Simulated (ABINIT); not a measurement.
The system is InSe.

```xyz
4
Lattice="2.0000 1.1547 8.4400 -2.0000 1.1547 8.4400 0.0000 -2.3094 8.4400" Properties=species:S:1:pos:R:3 pbc="T T T"
In    0.0000    0.0000   22.4994
In    0.0000    0.0000    0.0000
Se    0.0000    0.0000    4.3525
Se    0.0000    0.0000    9.7102
```

Base run:

* Program: ABINIT 10.8.3 (patched build)
* Functional: PBE
* Potentials or basis: JTH PAW PBE v2.0
* Cutoff: 599 eV
* k mesh: 6 × 6 × 6
* Occupations: fermi-dirac, width 0.05 eV
* Spin: no spin polarisation

Its results: band gap on the k mesh 0.43 eV, direct; pressure 2.7 GPa; largest force 0.369 eV/Å.

Question: The run is repeated on the same cell with these changes: functional from PBE to PBEsol. What comes out?

Answer: Band gap on the k mesh 0.33 eV, direct; pressure 0.2 GPa; largest force 0.307 eV/Å.

PBEsol binds more tightly than PBE, so the same cell stands under less pressure.

Caveats: spin-orbit coupling is left out, which moves the levels of the heavy elements; the PAW data sets were made with another functional, which shifts forces and pressure a little (some runs).

A k mesh can miss the band edges.
